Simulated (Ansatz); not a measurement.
The system is FeO.

```
CELL_PARAMETERS angstrom
1.51768 0.87623 2.51579
-1.51768 0.87623 2.51579
0.00000 -1.75247 2.51579
ATOMIC_POSITIONS crystal
Fe 0.00000 0.00000 0.00000
O 0.50000 0.50000 0.50000
```

Base run:

- Program: Ansatz 0.2.0
- Functional: LDA
- Potentials or basis: Ansatz PAW
- Cutoff: 420 eV
- Density cutoff: 1680 eV
- k mesh: 11 × 11 × 11
- Occupations: fermi-dirac, width 0.05 eV
- Spin: collinear spin, ferromagnetic start
- Starting moments: [3.0, 0.0] μB
- Hubbard terms: Fe d U = 4 eV

Its results: band gap on the k mesh 0.96 eV, indirect (least direct gap 2.52 eV); pressure -4.7 GPa; net moment 4.00 μB per cell; site moments Fe +3.46; O +0.23 μB.

**Question.** After a change of settings the same cell gave: band gap on the k mesh 0.50 eV, indirect (least direct gap 1.77 eV); pressure -7.1 GPa; net moment 4.00 μB per cell; site moments Fe +3.45; O +0.25 μB. Which change was it?
A. hubbard terms from Fe d U = 4 eV to none; hubbard projectors from ortho-atomic (the default) to none
B. hubbard terms from Fe d U = 4 eV to Fe d U = 3 eV
C. functional from LDA to PBE; hubbard terms from Fe d U = 4 eV to none; hubbard projectors from ortho-atomic (the default) to none
D. hubbard terms from Fe d U = 4 eV to Fe d U = 8 eV

**Answer.** B.

Caveats: the magnetic or orbital state may not be the lowest; odd divisions of the mesh miss points on the zone boundary, where band edges often lie, so the gap on the mesh can be too wide; a cell with one magnetic atom can't hold antiferromagnetic order, which such compounds often take; the PAW data sets come from PBE, with cores solved anew for the run's functional, which leaves a small shift of forces and pressure; the density of states is complete only up to the lowest level of the last band computed.

Not every run made on this cell is shown here.
